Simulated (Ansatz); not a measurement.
# Resistance of the hcp Ti(0001) / hcp Zr(0001) interface

Wanted: 2AR for the hcp Ti(0001) / hcp Zr(0001) interface, at several levels.

Method: Ansatz plane-wave DFT, PBE, PAW files; ballistic transport by layer matching (Landauer), zero bias; PAW set soft_1, in the first sound run; inputs show where later runs differ, in Ansatz 0.2.0.

Most raw output is cut from this account.

### Step 1. Starting point

The cell holds 24 atoms: 12 Ti and 12 Zr. Its edges and angles: a = 3.091 Å, b = 3.091 Å, c = 59.373 Å, α = 90.0°, β = 90.0°, γ = 120.0°. It derives from Ti and Zr. Regions: Ti, 12 atoms (12 Ti); Zr, 12 atoms (12 Zr). The structure's axis is c.

### Step 2. Transmission: PBE

Both metals share one in-plane lattice, the mean of the two, each at its own atomic volume. The two leads are named in the middle of each metal, so that only one of the cell's two interfaces is crossed. The mesh across the current, 46×46, is finer than the density's, because channels open and close sharply across the zone. Energies from -0.27 to 0.27 eV in steps of 0.036 eV cover the slope of the Fermi function at 300 K, so the program can form a conductance.

input.yaml

```yaml
crystal:
  lattice:
    - [3.091, 0.0, 0.0]
    - [-1.5455, 2.6768845231, 0.0]
    - [0.0, 0.0, 59.3731152316]
  atoms:
    - { symbol: Ti, position: [0.0, 0.0, 0.0168426399] }
    - { symbol: Ti, position: [0.3333333333, 0.6666666667, 0.0527868111] }
    - { symbol: Ti, position: [0.0, 0.0, 0.0887309823] }
    - { symbol: Ti, position: [0.3333333333, 0.6666666667, 0.1246751535] }
    - { symbol: Ti, position: [0.0, 0.0, 0.1606193247] }
    - { symbol: Ti, position: [0.3333333333, 0.6666666667, 0.1965634959] }
    - { symbol: Ti, position: [0.0, 0.0, 0.2325076671] }
    - { symbol: Ti, position: [0.3333333333, 0.6666666667, 0.2684518383] }
    - { symbol: Ti, position: [0.0, 0.0, 0.3043960095] }
    - { symbol: Ti, position: [0.3333333333, 0.6666666667, 0.3403401806] }
    - { symbol: Ti, position: [0.0, 0.0, 0.3762843518] }
    - { symbol: Ti, position: [0.3333333333, 0.6666666667, 0.412228523] }
    - { symbol: Zr, position: [0.0, 0.0, 0.4538951897] }
    - { symbol: Zr, position: [0.3333333333, 0.6666666667, 0.5012843518] }
    - { symbol: Zr, position: [0.0, 0.0, 0.548673514] }
    - { symbol: Zr, position: [0.3333333333, 0.6666666667, 0.5960626761] }
    - { symbol: Zr, position: [0.0, 0.0, 0.6434518383] }
    - { symbol: Zr, position: [0.3333333333, 0.6666666667, 0.6908410004] }
    - { symbol: Zr, position: [0.0, 0.0, 0.7382301625] }
    - { symbol: Zr, position: [0.3333333333, 0.6666666667, 0.7856193247] }
    - { symbol: Zr, position: [0.0, 0.0, 0.8330084868] }
    - { symbol: Zr, position: [0.3333333333, 0.6666666667, 0.880397649] }
    - { symbol: Zr, position: [0.0, 0.0, 0.9277868111] }
    - { symbol: Zr, position: [0.3333333333, 0.6666666667, 0.9751759732] }
kpoints:
  mp_grid: { grid: [14, 14, 1] }
hamiltonian:
  xc: pbe
  pseudopotentials: { kind: paw, azcp: { folder: soft_1 } }
scf:
  occupations: { method: fermi_dirac, width: 0.1 }
output:
  transmission:
    leads: [[5, 7], [17, 19]]
    kmesh: [46, 46]
    e_range: [-0.27, 0.27]
    de: 0.036
  write_potential: true
  write_density: true
  volumetric_format: npy
  elf: true
```

Command:

```console
$ ansatz run input.yaml --threads 4 --pin off --max-ram 15360MiB --backend cpu --events-out ev --progress --plain --runs-dir out
```

Wall time 7.3 min (4 threads of Arm Neoverse V1, shared host); peak memory 2.8 GiB.

This step gave:

| Item | Value |
| --- | --- |
| free energy | -80201.2978 eV |
| energy at zero smearing | -80200.8088 eV |
| Fermi energy | 13.48 eV |
| cell area | 8.274 Å² |
| step of the lead's potential | 4.1 meV |
| ballistic conductance of the lead | 5.71e14 S/m² |
| estimated errors of the lead's conductance | 0, 3, 16.6 % (band edges, k-mesh, distance from neutral) |
| lead conductance per cell | 0.6096 G₀ |
| step of the upper lead's potential | 0.4 meV |
| ballistic conductance of the upper lead | 6.81e14 S/m² |
| conductance of the junction | 2.01e14 S/m² |
| junction conductance per cell | 0.2146 G₀ |
| estimated errors of the junction's conductance | 0.3, 3.6, 6.8, 8.3, 7.1 % (energy step, band edges, k-mesh, leads' steps, distance from neutral) |
| area resistance that the stack adds (contact term taken off, spin by spin) | 3.367 fΩ m² |

Per spin. Table of transmission, zone mean by energy, zero at the Fermi level:

```csv
energy (eV),"transmission, zone mean"
-0.270,0.104
-0.234,0.0849
-0.198,0.0966
-0.162,0.130
-0.126,0.154
-0.090,0.160
-0.054,0.191
-0.018,0.215
0.018,0.223
0.054,0.240
0.090,0.242
0.126,0.244
0.162,0.247
0.198,0.259
0.234,0.278
0.270,0.314
```

Per spin. Open channels, zone mean against energy, zero at the Fermi level:

```csv
energy (eV),lead,upper lead
-0.270,0.343,0.805
-0.234,0.292,0.771
-0.198,0.391,0.737
-0.162,0.448,0.691
-0.126,0.445,0.691
-0.090,0.479,0.640
-0.054,0.496,0.646
-0.018,0.563,0.725
0.018,0.625,0.728
0.054,0.739,0.773
0.090,0.835,0.756
0.126,0.914,0.827
0.162,1.05,0.938
0.198,1.13,0.983
0.234,1.17,1.02
0.270,1.15,1.12
```

Transmission over k1 and k2. At -0.0180 eV from the Fermi level (the log's summary may quote the solved energy on the other side of it).

Ten even steps from '_' (0.00) to '@' (1.87), each cell a mean:
```
__________________________________________::%%@@++::________
__________________________________________%%@@%%%%@@##::____
__________________________________________##@@--__..##@@--__
__________________________________________--@@++______**%%::
____________________________________________++@@++....++@@##
______________________________________________==##@@@@@@@@##
____________________..______..____________________::++++==__
__________________....--------::..__________________________
____________________::==----------..________________________
____________________::==::______::==::______________________
__________________..::--..________..--::..__________________
____________________..::==::________==--::__________________
________________________..----______==--..__________________
__________________________..::--======--..__________________
____....____________________....::......::__________________
__++@@@@%%**..______________________________________________
::@@@@##**##@@**____________________________________________
__##@@::____--%%**__________________________________________
__..@@##..____##@@::________________________________________
____::%%@@==--##@@**________________________________________
________==%%@@@@@@--________________________________________
____________::==::__________________________________________
```
Columns: k1 (b1) from -0.5 to 0.478; rows upwards: k2 (b2) from -0.5 to 0.478.

Open channels over k1 and k2. At -0.0180 eV from the Fermi level (the log's summary may quote the solved energy on the other side of it).

Values, 12 rows by 16 columns, each cell a mean:
```
0.69 0.22 0.00 0.00 0.18 0.00 0.00 0.27 0.69 0.22 0.43 2.00 2.00 1.95 0.87 0.27
0.00 0.00 0.00 0.00 0.00 0.00 0.00 0.00 0.00 0.00 0.36 1.95 2.00 2.00 2.00 1.37
0.73 0.00 0.00 0.00 0.00 0.00 0.00 0.00 0.00 0.00 0.00 1.01 2.00 2.00 2.00 2.00
0.54 0.00 0.00 0.00 0.11 0.73 0.96 0.78 0.36 0.03 0.00 0.05 0.58 1.53 1.83 1.83
0.00 0.00 0.00 0.00 0.48 1.37 1.76 1.39 1.50 0.97 0.17 0.00 0.00 0.00 0.00 0.03
0.70 0.02 0.00 0.00 0.21 1.34 1.22 0.00 0.13 1.33 1.15 0.16 0.00 0.00 0.02 0.85
0.69 0.22 0.00 0.00 0.00 0.47 1.54 0.93 0.00 0.52 1.78 0.64 0.00 0.00 0.00 0.27
0.23 0.35 0.27 0.00 0.00 0.00 0.35 1.20 1.65 1.76 1.56 0.77 0.00 0.00 0.00 0.00
1.94 2.00 1.96 1.46 0.41 0.00 0.00 0.03 0.35 0.60 0.55 0.17 0.00 0.00 0.00 0.18
1.76 2.00 2.00 2.00 1.81 0.33 0.00 0.00 0.00 0.00 0.00 0.00 0.00 0.00 0.00 0.00
0.39 1.71 2.00 2.00 2.00 1.13 0.00 0.03 0.00 0.00 0.00 0.00 0.00 0.00 0.00 0.03
0.70 0.14 1.21 1.93 2.00 0.95 0.02 0.85 0.70 0.02 0.00 0.54 0.61 0.11 0.02 0.85
```
Columns: k1 (b1) from -0.5 to 0.478; rows upwards: k2 (b2) from -0.5 to 0.478.

Valence density in the ca plane at fractional y = 0.667, with atoms of Ti and Zr within 0.2 Å of it. It is the smooth field of the valence electrons, not physical close to the nuclei.

Ten steps, logarithmic in the rise over the least value, from '0' (0 e/Å³) to '9' (10 e/Å³), each cell a mean:
```
23210000000123210000000134431000011000023431
23210000000123210000000134431000011000023432
12110122210112100122100023310001233200012321
11101367631011111467520011100013676520001110
11112599852111112799841011100025777630000100
11112699952111112799841011100025777631000100
11111377631011111477620011100013677520001110
12110123210111100133200012210001344200012321
```
Columns run along c (16.0 Å, from fractional 0.30 to 0.57 of the cell), rows up along a (3.1 Å). Atoms in or near the plane, at fractional coordinates: Ti at (0.34, 0.33), Ti at (0.41, 0.33), Zr at (0.50, 0.33).

Electrostatic potential energy in the ca plane at fractional y = 0.667, with atoms of Ti and Zr within 0.2 Å of it. With pseudopotentials it is smooth inside the atoms' cores, unlike the true potential.

Values in eV, 5 rows by 16 columns, each cell a mean:
```
  0  11  13  13   2   7  13  14  10  -7  11  13  11  14   2  -2
  6  11   5  10   7  10   7   7  11   2  12   8   0  13   7   4
 14   9 -23  -5  14  13 -16 -15  13  12  14 -11 -29   7  13  13
 15   8 -26  -9  15  13 -20 -19  13  14  14 -15 -31   5  14  14
 10  11  -6   5  10  11  -1   0  12   6  13   2 -12  11   9   8
```
Columns run along c (16.0 Å, from fractional 0.30 to 0.57 of the cell; values clipped at the 3rd and 97th percentile), rows up along a (3.1 Å). Atoms in or near the plane, at fractional coordinates: Ti at (0.34, 0.33), Ti at (0.41, 0.33), Zr at (0.50, 0.33).

ELF in the ca plane at fractional y = 0.667, with atoms of Ti and Zr within 0.2 Å of it. It is the smooth field of the valence electrons, not physical close to the nuclei.

Values, 5 rows by 16 columns, each cell a mean:
```
0.19 0.26 0.31 0.36 0.18 0.19 0.36 0.33 0.24 0.46 0.24 0.31 0.21 0.34 0.29 0.36
0.15 0.23 0.22 0.24 0.17 0.20 0.23 0.21 0.24 0.29 0.24 0.24 0.33 0.27 0.22 0.25
0.53 0.33 0.62 0.36 0.51 0.42 0.50 0.49 0.40 0.40 0.39 0.48 0.65 0.32 0.43 0.41
0.67 0.37 0.68 0.42 0.62 0.49 0.57 0.56 0.45 0.53 0.45 0.55 0.58 0.37 0.54 0.53
0.23 0.24 0.32 0.22 0.24 0.25 0.27 0.25 0.27 0.26 0.27 0.29 0.51 0.24 0.24 0.25
```
Columns run along c (16.0 Å, from fractional 0.30 to 0.57 of the cell), rows up along a (3.1 Å). Atoms in or near the plane, at fractional coordinates: Ti at (0.34, 0.33), Ti at (0.41, 0.33), Zr at (0.50, 0.33).

The larger of the two leads' potential steps is 4.1 meV from period to period, small in itself. The program estimates the junction's conductance to 6.8 % from the k-mesh, 7.1 % from the leads' distance from neutral and 8.3 % from their steps.

### Step 3. Resistance: PBE

This step: Ansatz plane-wave DFT, PBE, PAW files; ballistic transport by layer matching (Landauer), zero bias; specific resistance of one interface, 1/T less the mean of the leads' 1/N; PAW set soft_1 (Ansatz 0.2.0).

Numbers from this step:

* area resistance: 3.293 fΩ m²
* T over the leads' mean channel count: 0.3280
* twice the interface resistance (2AR, or 2AR* for magnets): 6.587 fΩ m²

Twice the interface resistance is 6.59 fΩ m² here.

By hand, with T and the leads' channels N averaged over the energies near the Fermi level: RA = A (h/2e²)(1/T − ½[1/N₁ + 1/N₂]) = 8.274×10⁻²⁰ m² × 12 906 Ω × (1/0.2171 − ½[1/0.6057 + 1/0.7182]) = 3.29 fΩ m².

### Step 4. Transmission: PBE, coarse mesh, least span asked of the mesh across the current 40 Å

The same cell on a mesh a third as fine shows what a quick run would give. To save time only the energies from -0.06 to 0.06 eV are solved. The mesh is 16×16 and the cutoff, the files' own for this level, 420 eV.

This step: Ansatz plane-wave DFT, PBE, PAW files; ballistic transport by layer matching (Landauer), zero bias; PAW set soft_1 (Ansatz 0.2.0).

input.yaml, as its differences from that of step 2:

```diff
@@ -40,5 +40,5 @@
     leads: [[5, 7], [17, 19]]
-    kmesh: [46, 46]
-    e_range: [-0.27, 0.27]
-    de: 0.036
+    kmesh: [16, 16]
+    e_range: [-0.06, 0.06]
+    de: 0.04
   write_potential: true
@@ -46,2 +46 @@
   volumetric_format: npy
-  elf: true
```

Elapsed: 59 s, on 4 threads; peak memory 2.8 GiB; 3.8 min of CPU time.

The run finished; it serves as a test, and its numbers are not taken as the result.

### Step 5. Resistance: PBE, coarse mesh

This step: Ansatz plane-wave DFT, PBE, PAW files; ballistic transport by layer matching (Landauer), zero bias; specific resistance of one interface, 1/T less the mean of the leads' 1/N; PAW set soft_1 (Ansatz 0.2.0).

Numbers from this step:

| Quantity | Value |
| --- | --- |
| area resistance | 3.982 fΩ m² |
| T over the leads' mean channel count | 0.2866 |
| twice the interface resistance (2AR, or 2AR* for magnets) | 7.964 fΩ m² |

Twice the interface resistance is 7.96 fΩ m² here, against 6.59 in the first run; 28.7 % of the two leads' mean channel count pass, 32.8 % before.

### Step 6. Transmission: LDA

The functional changes to LDA at the same atoms, which shifts d bands against the Fermi level. To save time only the energies from -0.06 to 0.06 eV are solved. The mesh is 46×46 and the cutoff, the files' own for this level, 420 eV.

This step: Ansatz plane-wave DFT, LDA, PAW files; ballistic transport by layer matching (Landauer), zero bias; PAW set soft_1 (Ansatz 0.2.0).

input.yaml, as its differences from that of step 4:

```diff
@@ -33,4 +33,4 @@
 hamiltonian:
-  xc: pbe
-  pseudopotentials: { kind: paw, azcp: { folder: soft_1 } }
+  xc: lda
+  pseudopotentials: { kind: paw, azcp: { folder: soft_1 }, xc_functional: pbe }
 scf:
@@ -40,3 +40,3 @@
     leads: [[5, 7], [17, 19]]
-    kmesh: [16, 16]
+    kmesh: [46, 46]
     e_range: [-0.06, 0.06]
```

The job ended after 1.7 min (4 threads; peak memory 2.8 GiB; 6.4 min of CPU time).

This step gave:

```yaml
free_energy: -78331.7764 eV
energy_at_zero_smearing: -78331.2723 eV
fermi_energy: 13.18 eV
step_of_the_lead_s_potential: 4 meV
```

Per spin. Transmission, zone mean against energy, zero at the Fermi level:

```csv
energy (eV),"transmission, zone mean"
-0.0600,0.176
-0.0200,0.215
0.0200,0.215
0.0600,0.239
```

Over the solved energies the transmission per spin lies between 0.176 and 0.239, out of 0.634 channels of the lead on average (up to 0.778).

### Step 7. Resistance: LDA

This step: Ansatz plane-wave DFT, LDA, PAW files; ballistic transport by layer matching (Landauer), zero bias; specific resistance of one interface, 1/T less the mean of the leads' 1/N; PAW set soft_1 (Ansatz 0.2.0).

Numbers from this step:

```yaml
area_resistance: 3.499 fΩ m²
t_over_the_leads_mean_channel_count: 0.3061
twice_the_interface_resistance_2ar_or_2ar_star_for_magnets: 6.998 fΩ m²
```

Twice the interface resistance is 7.00 fΩ m² here, against 6.59 in the first run; 30.6 % of the two leads' mean channel count pass, 32.8 % before.

### Step 8. Transmission: r2SCAN, cutoff 500 eV

The same with r2SCAN, the dearer rung. To save time only the energies from -0.06 to 0.06 eV are solved. The mesh is 46×46 and the cutoff, the files' own for this level, 500 eV.

This step: Ansatz plane-wave DFT, r2SCAN, PAW files; ballistic transport by layer matching (Landauer), zero bias; PAW set soft_1 (Ansatz 0.2.0).

input.yaml, as its differences from that of step 6:

```diff
@@ -33,4 +33,4 @@
 hamiltonian:
-  xc: lda
-  pseudopotentials: { kind: paw, azcp: { folder: soft_1 }, xc_functional: pbe }
+  xc: r2scan
+  pseudopotentials: { kind: paw, azcp: { folder: soft_1 } }
 scf:
```

Wall time 3.2 min (4 threads); peak memory 4.3 GiB.

This step gave:

```
free energy                        : -80391.6875 eV
energy at zero smearing            : -80391.2674 eV
Fermi energy                       : 13.54 eV
step of the lead's potential       : 4.1 meV
step of the upper lead's potential : 0.7 meV
```

Per spin. The transmission, zone mean by energy, zero at the Fermi level:

```csv
energy (eV),"transmission, zone mean"
-0.0600,0.209
-0.0200,0.231
0.0200,0.242
0.0600,0.261
```

Over the solved energies the transmission per spin lies between 0.209 and 0.261, out of 0.564 channels of the lead on average (up to 0.665).

### Step 9. Resistance: r2SCAN

This step: Ansatz plane-wave DFT, r2SCAN, PAW files; ballistic transport by layer matching (Landauer), zero bias; specific resistance of one interface, 1/T less the mean of the leads' 1/N; PAW set soft_1 (Ansatz 0.2.0).

This step gave:

| Quantity | Value |
| --- | --- |
| area resistance | 2.762 fΩ m² |
| T over the leads' mean channel count | 0.3885 |
| twice the interface resistance (2AR, or 2AR* for magnets) | 5.524 fΩ m² |

Twice the interface resistance is 5.52 fΩ m² here, against 6.59 in the first run; 38.9 % of the two leads' mean channel count pass, 32.8 % before.

(Continued in part 2 of 2.)

[Logs are printed without paths, hosts, clocks, repeated set-up lines and the standing remarks that a program may print on its own settings, such as how far it seeks lower states.]

[Hosts, paths, dates, database ids (printed as entryN), source tags and the programs' standing remarks are cut or masked in the printed files.]
